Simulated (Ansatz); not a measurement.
## LiCl: where the heat goes in a short trajectory

Level of theory: Ansatz, DFT PBE, scalar-relativistic, plane waves, PAW. The runs took a 420 eV cutoff, a shifted (0.5, 0.5, 0.5 steps) 2×2×2 mesh and Fermi–Dirac smearing (0.069 eV). The mesh is coarse. No spin polarisation.

16 atoms start on the lattice sites below (V = 346.0 Å³, 1.02 times the source cell's; static pressure -0.68 GPa, largest force component 0.02 eV/Å) with velocities drawn for 800 K; constant energy, fixed cell, 71 steps of 0.75 fs.

```
CELL_PARAMETERS angstrom
-3.95088 0.00000 6.39926
-3.95088 0.00000 -6.39926
3.95088 -6.84312 0.00000
ATOMIC_POSITIONS crystal
Li 0.60468 0.72866 0.33333
Li 0.60468 0.72866 0.83333
Li 0.10468 0.22866 0.33333
Li 0.10468 0.22866 0.83333
Li 0.52134 0.14532 0.16667
Li 0.52134 0.14532 0.66667
Li 0.02134 0.64532 0.16667
Li 0.02134 0.64532 0.66667
Cl 0.41616 0.91717 0.33333
Cl 0.41616 0.91717 0.83333
Cl 0.91616 0.41717 0.33333
Cl 0.91616 0.41717 0.83333
Cl 0.83283 0.83384 0.16667
Cl 0.83283 0.83384 0.66667
Cl 0.33283 0.33384 0.16667
Cl 0.33283 0.33384 0.66667
```

```csv
t (fs),T (K),kinetic energy (meV/atom),potential energy over the first frame (meV/atom),P with the kinetic part (GPa)
0.0,800,96.9,0.0,-0.17
3.8,782,94.8,2.2,-0.14
7.5,734,89.0,8.0,-0.05
11.2,664,80.4,16.5,0.07
15.0,581,70.4,26.5,0.21
18.8,498,60.4,36.6,0.33
22.5,426,51.7,45.3,0.42
26.2,372,45.1,51.9,0.46
30.0,334,40.5,56.5,0.45
33.8,310,37.5,59.5,0.41
37.5,292,35.4,61.5,0.34
41.2,280,33.9,63.0,0.26
45.0,271,32.9,64.1,0.17
48.8,266,32.2,64.7,0.07
52.5,262,31.8,65.2,-0.02
```

T counts 3N − 3 degrees of freedom. Means over every step of the second half, not only the rows shown: T = 293 K, kinetic energy 35.5 meV/atom, potential energy 61.5 meV/atom, P = 0.26 GPa.

Task: Does the potential energy follow equipartition for harmonic vibrations?

Result: In a harmonic crystal each vibration holds as much potential as kinetic energy on average, here 35.5 meV/atom. The run has 61.5, a ratio of 1.73. All modes start in phase at zero potential energy, and slow ones that pass their first turning point in this window can alone give an excess; anharmonic motion or disorder setting in would add to it. At constant energy a start from the lattice sites hands about half of the kinetic energy to the potential, so T should settle near 400 K. So short a run gives a rough mean.

Task: Split the rise of pressure into the kinetic part and the rest. Can a thermal Grüneisen parameter be estimated?

Result: The program counts the kinetic part as N k_B T/V = 0.19 GPa. The pressure lies 0.94 GPa over the static one in all, so the forces add 0.75 GPa. The potential energy lies far over its harmonic share. So short a run, begun with all modes in phase, can do that alone, and strong anharmonicity or disorder would add to it; no γ is drawn.